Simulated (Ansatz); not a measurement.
Write the native input for Ansatz 0.2.0 that does the following.

```
Task                : relaxation of cell and atoms
Functional          : PBEsol
Potentials or basis : all-electron LAPW, scalar-relativistic
Basis error allowed : 0.001 eV/atom
k mesh              : 11 × 11 × 5
Occupations         : fermi-dirac, width 0.05 eV
Spin                : no spin polarisation
Target pressure     : 20 GPa
```

Crystal: Ta.

```
CELL_PARAMETERS angstrom
2.90037 0.00000 0.00000
-1.45019 2.51180 0.00000
0.00000 0.00000 5.16627
ATOMIC_POSITIONS crystal
Ta 0.33333 0.66667 0.25000
Ta 0.66667 0.33333 0.75000
```

This isn't the form of Ta at room conditions, which is bcc.

These files were run (other wordings do the same):

input.yaml

```yaml
crystal:
  lattice:
    - [2.9003720726, 0.0, 0.0]
    - [-1.4501860363, 2.5117958953, 0.0]
    - [0.0, 0.0, 5.166274]
  atoms:
    - { symbol: Ta, position: [0.3333333333, 0.6666666667, 0.25] }
    - { symbol: Ta, position: [0.6666666667, 0.3333333333, 0.75] }
kpoints:
  mp_grid: { grid: [11, 11, 5] }
scf:
  occupations: { method: fermi_dirac, width: 0.05 }
hamiltonian:
  xc: pbesol
  pseudopotentials: { kind: all_electron, lapw: { basis_error: 0.001 } }
output:
  forces: true
  stress: true
relax:
  f_tol: 0.02
  max_steps: 60
  cell: { p_target: 20 }
```

Potentials or basis: all-electron LAPW, scalar-relativistic.

The run is started by

```sh
$ ansatz run input.yaml --threads 1 --pin off --max-ram 3072MiB --backend cpu --events-out ev --progress --plain --runs-dir out
```

It gave:

The relaxed volume is 16.64 Å³/atom. The relaxed cell is a = 2.786 Å, b = 2.786 Å, c = 4.949 Å, α = 90.00°, β = 90.00°, γ = 120.00°. The space group after relaxing (to 0.05 Å) is P6_3/mmc (No. 194). The energy change on relaxing (the enthalpy is what falls) is +67.8 meV/atom and the ionic steps are 6. The pressure after relaxing is 20.0 GPa.

Run time: 90 s on 1 thread of Arm Neoverse V1, on a shared host, peak memory 0.39 GiB.
